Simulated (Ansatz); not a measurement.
Computed with Ansatz (plane waves, PAW, 500 eV cutoff): r²SCAN, scalar-relativistic, no spin polarisation, Γ-centred 10×10×10 mesh, 0.05 eV Gaussian smearing. The datasets are Ansatz's generated set soft_2.

The calculation on GaX, where X is one element, gave:

```
Space group                                           : F-43m (No. 216)
Conventional cell                                     : a = 6.131 Å, b = 6.131 Å, c = 6.131 Å, α = 90.00°, β = 90.00°, γ = 90.00°
Volume                                                : 28.81 Å³/atom
Band gap                                              : 0.42 eV
Smallest direct gap                                   : 0.42 eV
Bader charges                                         : Ga 0.37; X -0.37 e
Formation energy from the elements (0 K, uncorrected) : -0.24 eV/atom
```

Sites: Ga on 4a, X on 4c.

Which element is X?
A. I
B. Te
C. Sn
D. Sb

D. X is Sb, so the compound is GaSb.

The chain of runs began from a cell as deposited in COD, expanded in volume. Of that entry: the entry's cell lengths or inner coordinates differ somewhat from later room-temperature determinations.

Spin–orbit coupling, which matters for such heavy elements, is left out.
